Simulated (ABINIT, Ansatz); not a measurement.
# KBr (Fm-3m): the LO frequency by hand

How high does the longitudinal optical mode of KBr (Fm-3m) lie, given the transverse one, the Born charge and ε∞?

Program: ABINIT 10.8.3. Level of theory: DFT LDA, scalar-relativistic, plane waves, PseudoDojo norm-conserving pseudopotentials. Results are calculated unless marked as measured.

## Step 1: The relaxed structure

It takes space group Fm-3m (No. 225, cubic). The conventional cell has a = 6.370 Å, b = 6.370 Å, c = 6.370 Å, α = 90.00°, β = 90.00°, γ = 90.00°. K has 6 Br at 3.19 Å nearest. Nearest to Br lie 6 K at 3.19 Å. Farther neighbours and most contacts between anions are not listed.

This is the cell after its relaxation at this level of theory, not the database cell from which that began.

## Step 2: What the response run gave

A linear-response run on the relaxed cell, with the response to an electric field; only its zone-centre results are used. Cutoff 32 Ha, k mesh 6×6×6.

Numbers of over 12 decimals in the logs are rounded to 6 here.

The program printed:

```text
[banners, grids, parts of the stress and lines that vanish by symmetry left out]
- input  file    -> dfpt_gamma.abi
- output file    -> dfpt_gamma.abo
- root for input  files -> dfpt_gammai
[...]
DATASET    1 : space group Fm -3 m (#225); Bravais cF (face-center cubic)
[...]
nfft =       91125          nkpt =         112
[...]
DATASET    2 : space group Fm -3 m (#225); Bravais cF (face-center cubic)
[...]
nfft =       91125          nkpt =         112
[...]
== DATASET  1 ==================================================================
[...]
cutoff_energies: {ecut:  32.0, pawecutdg:  -1.0, }
[...]
- 35.00000   7.00000  180309                  znucl, zion, pspdat
[...]
Perturbation : derivative vs k along direction   1
[...]
-ETOT  1  -12.533293869396     -1.253E+01 5.624E-02 0.000E+00
 ETOT  2  -12.587653158981     -5.436E-02 1.437E-03 0.000E+00
 ETOT  3  -12.588221515586     -5.684E-04 3.752E-05 0.000E+00
 ETOT  4  -12.588229503132     -7.988E-06 1.174E-06 0.000E+00
 ETOT  5  -12.588229642876     -1.397E-07 4.588E-08 0.000E+00
[...]
At SCF step   14   max residual=  9.92E-21 < tolwfr=  1.00E-20 =>converged.
[...]
Perturbation : derivative vs k along direction   2
[...]
-ETOT  1  -12.533348412386     -1.253E+01 5.928E-02 0.000E+00
[...]
At SCF step   14   max residual=  9.92E-21 < tolwfr=  1.00E-20 =>converged.
[...]
Perturbation : derivative vs k along direction   3
[...]
-ETOT  1  -12.533293868144     -1.253E+01 5.624E-02 0.000E+00
[...]
At SCF step   14   max residual=  9.92E-21 < tolwfr=  1.00E-20 =>converged.
[...]
1        1       1.3493454691   -0.0000000000
     1        2      -0.6746727345    0.0000000000
     1        3      -0.6746727345    0.0000000000
     2        1      -0.6746727345    0.0000000000
     2        2       1.3493454690   -0.0000000000
     2        3       0.6746727345   -0.0000000000
     3        1      -0.6746727345    0.0000000000
     3        2       0.6746727345   -0.0000000000
     3        3       1.3493454691   -0.0000000000
[...]
== DATASET  2 ==================================================================
[...]
cutoff_energies: {ecut:  32.0, pawecutdg:  -1.0, }
[...]
Perturbation : displacement of atom   1   along direction   1
[...]
-ETOT  1   5.309394     -2.369E+03 7.164E+00 4.029E+02
[...]
At SCF step   12       vres2   =  5.88E-11 < tolvrs=  1.00E-10 =>converged.
[...]
Perturbation : displacement of atom   2   along direction   1
[...]
-ETOT  1   1.671471     -6.256E+02 4.091E+00 9.273E+02
[...]
At SCF step   11       vres2   =  5.60E-12 < tolvrs=  1.00E-10 =>converged.
[...]
Perturbation : homogeneous electric field along direction   1
[...]
-ETOT  1  -41.263841872319     -4.126E+01 1.015E+00 2.938E+04
[...]
ETOT 11  -49.960995216629     -1.165E-12 5.538E-14 1.229E-10
 ETOT 12  -49.960995216629     -2.842E-13 4.909E-16 2.426E-12
 At SCF step   12       vres2   =  2.43E-12 < tolvrs=  1.00E-10 =>converged.
[...]
Dielectric tensor, in cartesian coordinates,
[...]
1    4   1    4         2.7614645588        -0.0000000000
   1    4   2    4         0.0000000000        -0.0000000000
   1    4   3    4         0.0000000000        -0.0000000000
   2    4   1    4         0.0000000000        -0.0000000000
   2    4   2    4         2.7614645588        -0.0000000000
   2    4   3    4        -0.0000000000        -0.0000000000
   3    4   1    4         0.0000000000        -0.0000000000
   3    4   2    4        -0.0000000000        -0.0000000000
   3    4   3    4         2.7614645588        -0.0000000000
  Effective charges, in cartesian coordinates,
[...]
1    1   1    4         1.1018275903         0.0000000000
   2    1   1    4        -0.0000000000         0.0000000000
   3    1   1    4         0.0000000000         0.0000000000
   1    2   1    4        -1.1026103277         0.0000000000
   2    2   1    4        -0.0000000000         0.0000000000
[...]
Effective charges, in cartesian coordinates,
[...]
2    4   1    2         0.0000000000         0.0000000000
   3    4   1    2         0.0000000000         0.0000000000
   1    4   2    2        -0.0000000000         0.0000000000
   2    4   2    2        -1.1026103391         0.0000000000
   3    4   2    2         0.0000000000         0.0000000000
   1    4   3    2         0.0000000000         0.0000000000
   2    4   3    2         0.0000000000         0.0000000000
   3    4   3    2        -1.1026103391         0.0000000000
  Phonon wavevector (reduced coordinates) :  0.00000  0.00000  0.00000
 Phonon energies in Hartree :
[...]
Phonon frequencies in cm-1    :
-  3.648752E-01  3.648754E-01  3.648757E-01  1.300278E+02  1.300278E+02
-  1.300278E+02
  Phonon at Gamma, with non-analyticity in the
[...]
Phonon energies in Hartree :
[...]
Phonon frequencies in cm-1    :
-  3.648752E-01  3.648754E-01  3.660537E-01  1.300278E+02  1.300278E+02
-  1.722340E+02
  Phonon at Gamma, with non-analyticity in the
[...]
Phonon energies in Hartree :
[...]
Phonon frequencies in cm-1    :
-  3.648752E-01  3.648757E-01  3.660533E-01  1.300278E+02  1.300278E+02
-  1.722340E+02
  Phonon at Gamma, with non-analyticity in the
[...]
Phonon energies in Hartree :
[...]
Phonon frequencies in cm-1    :
-  3.648754E-01  3.648757E-01  3.660532E-01  1.300278E+02  1.300278E+02
-  1.722340E+02
[...]
fcart2     0.0000000000E+00  0.0000000000E+00  0.0000000000E+00
           strten2     0.0000000000E+00  0.0000000000E+00  0.0000000000E+00
================================================================================
```

```
                       quantity   value
             cell volume Ω (Å³)  64.622
                  mass of K (u)  39.098
                 mass of Br (u)  79.904
      Born charge of K, raw (e)   1.102
     Born charge of Br, raw (e)  -1.103
                             ε∞   2.761
ω(TO) after the sum rule (cm⁻¹)   130.0
```

## Step 3: The calculation

The charges must sum to zero over the cell; taking off their mean, 0.000 e, leaves Z* = 1.102 e on K. In the polar mode K moves against Br, so the reduced mass is μ = 39.10 × 79.90 / 119.00 = 26.253 u.

A longitudinal wave builds up a field that adds to the restoring force: ω(LO)² = ω(TO)² + 4π Z*² / (μ Ω ε∞), in Hartree atomic units. With μ = 47855 electron masses and Ω = 436.09 bohr³ the second term is 2.6490e-07 Ha², or 12760 cm⁻² (1 Ha = 219474.6 cm⁻¹).

So ω(LO) = √(16908 + 12760) = 172.2 cm⁻¹, and by the Lyddane-Sachs-Teller relation ε₀ = ε∞ (ω(LO)/ω(TO))² = 4.85.

## Step 4: Check against the program

The analysis program adds the same non-analytic term to the full matrix.

The program printed:

```text
[banners, grids, parts of the stress and lines that vanish by symmetry left out]
-outvars_anaddb: echo values of input variables ----------------------

 Flags :
[...]
Dielectric Tensor and Effective Charges
[...]
Effective charge tensors after
[...]
Phonon wavevector (reduced coordinates) :  0.00000  0.00000  0.00000
 Phonon energies in Hartree :
[...]
Phonon energies in meV     :
-  0.000000E+00  0.000000E+00  0.000000E+00  1.612127E+01  1.612127E+01
-  1.612127E+01
 Phonon frequencies in cm-1    :
-  0.000000E+00  0.000000E+00  0.000000E+00  1.300268E+02  1.300268E+02
-  1.300268E+02
 Phonon frequencies in Thz     :
-  0.000000E+00  0.000000E+00  0.000000E+00  3.898105E+00  3.898105E+00
-  3.898105E+00
 Phonon energies in Kelvin  :
-  0.000000E+00  0.000000E+00  0.000000E+00  1.870795E+02  1.870795E+02
-  1.870795E+02
[...]
-  1  0.00000000E+00  0.00000000E+00 -2.14704943E-03
-     0.00000000E+00  0.00000000E+00  0.00000000E+00
-  2  0.00000000E+00  0.00000000E+00 -2.14705111E-03
-     0.00000000E+00  0.00000000E+00  0.00000000E+00
[...]
-  1  0.00000000E+00  2.14704943E-03  0.00000000E+00
-     0.00000000E+00  0.00000000E+00  0.00000000E+00
-  2  0.00000000E+00  2.14705111E-03  0.00000000E+00
-     0.00000000E+00  0.00000000E+00  0.00000000E+00
[...]
-  1  2.14704943E-03  0.00000000E+00  0.00000000E+00
-     0.00000000E+00  0.00000000E+00  0.00000000E+00
-  2  2.14705111E-03  0.00000000E+00  0.00000000E+00
-     0.00000000E+00  0.00000000E+00  0.00000000E+00
[...]
-  1  0.00000000E+00  0.00000000E+00  3.06935913E-03
-     0.00000000E+00  0.00000000E+00  0.00000000E+00
-  2  0.00000000E+00  0.00000000E+00 -1.50188514E-03
-     0.00000000E+00  0.00000000E+00  0.00000000E+00
[...]
-  1  0.00000000E+00  3.06935913E-03  0.00000000E+00
-     0.00000000E+00  0.00000000E+00  0.00000000E+00
-  2  0.00000000E+00 -1.50188514E-03  0.00000000E+00
-     0.00000000E+00  0.00000000E+00  0.00000000E+00
[...]
-  1  3.06935913E-03  0.00000000E+00  0.00000000E+00
-     0.00000000E+00  0.00000000E+00  0.00000000E+00
-  2 -1.50188514E-03  0.00000000E+00  0.00000000E+00
-     0.00000000E+00  0.00000000E+00  0.00000000E+00
[...]
-     1          0.000000    -0.000000     0.000001     0.000001
-     2         -0.000000    -0.000001    -0.000000     0.000001
-     3         -0.000001     0.000000    -0.000000     0.000001
-     4          0.000007     0.000014     1.474496     1.474496
-     5          0.000041     1.474496    -0.000014     1.474496
-     6          1.474496    -0.000041    -0.000007     1.474496
[...]
-   1     Real    0.0000E+00  0.0000E+00  0.0000E+00  0.0000E+00  0.0000E+00  0.0000E+00  0.0000E+00
[...]
-  2.135532E+01
 Phonon frequencies in cm-1    :
-  0.000000E+00  0.000000E+00  0.000000E+00  1.300268E+02  1.300268E+02
-  1.722423E+02
 Phonon frequencies in Thz     :
-  0.000000E+00  0.000000E+00  0.000000E+00  3.898105E+00  3.898105E+00
-  5.163693E+00
 Phonon energies in Kelvin  :
-  0.000000E+00  0.000000E+00  0.000000E+00  1.870795E+02  1.870795E+02
-  2.478182E+02
[...]
-  1  0.00000000E+00  0.00000000E+00 -2.14704943E-03
-     0.00000000E+00  0.00000000E+00  0.00000000E+00
-  2  0.00000000E+00  0.00000000E+00 -2.14705111E-03
-     0.00000000E+00  0.00000000E+00  0.00000000E+00
[...]
Phonon at Gamma, with non-analyticity in the
[...]
Phonon energies in Hartree :
[...]
Phonon energies in meV     :
-  0.000000E+00  0.000000E+00  0.000000E+00  1.612127E+01  1.612127E+01
-  2.135532E+01
 Phonon frequencies in cm-1    :
-  0.000000E+00  0.000000E+00  0.000000E+00  1.300268E+02  1.300268E+02
-  1.722423E+02
 Phonon frequencies in Thz     :
-  0.000000E+00  0.000000E+00  0.000000E+00  3.898105E+00  3.898105E+00
-  5.163693E+00
 Phonon energies in Kelvin  :
-  0.000000E+00  0.000000E+00  0.000000E+00  1.870795E+02  1.870795E+02
-  2.478182E+02
[...]
Phonon at Gamma, with non-analyticity in the
[...]
Phonon energies in Hartree :
[...]
Phonon energies in meV     :
-  0.000000E+00  0.000000E+00  0.000000E+00  1.612127E+01  1.612127E+01
-  2.135532E+01
 Phonon frequencies in cm-1    :
-  0.000000E+00  0.000000E+00  0.000000E+00  1.300268E+02  1.300268E+02
-  1.722423E+02
 Phonon frequencies in Thz     :
-  0.000000E+00  0.000000E+00  0.000000E+00  3.898105E+00  3.898105E+00
-  5.163693E+00
 Phonon energies in Kelvin  :
-  0.000000E+00  0.000000E+00  0.000000E+00  1.870795E+02  1.870795E+02
-  2.478182E+02
[...]
-  1  2.69657260E-06 -2.14703257E-03 -8.11343664E-06
-     0.00000000E+00  0.00000000E+00  0.00000000E+00
-  2  2.69681719E-06 -2.14703401E-03 -8.11320055E-06
-     0.00000000E+00  0.00000000E+00  0.00000000E+00
[...]
-  1  2.14704696E-03  2.68930401E-06  2.01460321E-06
-     0.00000000E+00  0.00000000E+00  0.00000000E+00
-  2  2.14704840E-03  2.68906373E-06  2.01436240E-06
-     0.00000000E+00  0.00000000E+00  0.00000000E+00
[...]
-  1  3.38999737E-04  1.98091687E-03 -2.31991660E-03
-     0.00000000E+00  0.00000000E+00  0.00000000E+00
-  2 -1.65877841E-04 -9.69293415E-04  1.13517126E-03
-     0.00000000E+00  0.00000000E+00  0.00000000E+00
[...]
-  1  2.48308736E-03 -1.53512606E-03 -9.47961296E-04
-     0.00000000E+00  0.00000000E+00  0.00000000E+00
-  2 -1.21501324E-03  7.51161046E-04  4.63852198E-04
-     0.00000000E+00  0.00000000E+00  0.00000000E+00
[...]
Direction                     Dielectric constant
[...]
0.00000   0.00000   1.00000      4.84566461
   1.00000   1.00000   1.00000      4.84566461
-
```

```
    quantity  by hand  program
ω(LO) (cm⁻¹)    172.2    172.2
          ε₀     4.85     4.85
```

## Step 5: Summary of results

```yaml
to_mode: 130.0 cm⁻¹
lo_mode: 172.2 cm⁻¹
static_dielectric_constant: 4.846
```

**Reading.** The LO mode of KBr (Fm-3m) lies at 172 cm⁻¹, 42 cm⁻¹ above the TO mode; the formula meets the program within 0.1 cm⁻¹, as it must for a cubic crystal with one polar mode. ω(LO)² − ω(TO)² goes with Z*²/ε∞: an error of 5 % in ε∞ would move the LO mode by 1.8 cm⁻¹, and semilocal functionals tend to overestimate ε∞. These are harmonic values at zero temperature, at the volume of this functional, for the structure held cubic; stability elsewhere in the zone is no part of this calculation.

[Host names and launcher messages were left out of these logs when they were recorded.]

[Logs are printed without paths, hosts, clocks, repeated set-up lines and the standing remarks that a program may print on its own settings, such as how far it seeks lower states.]

[Hosts, paths, dates, database ids (printed as entryN), source tags and the programs' standing remarks are cut or masked in the printed files.]
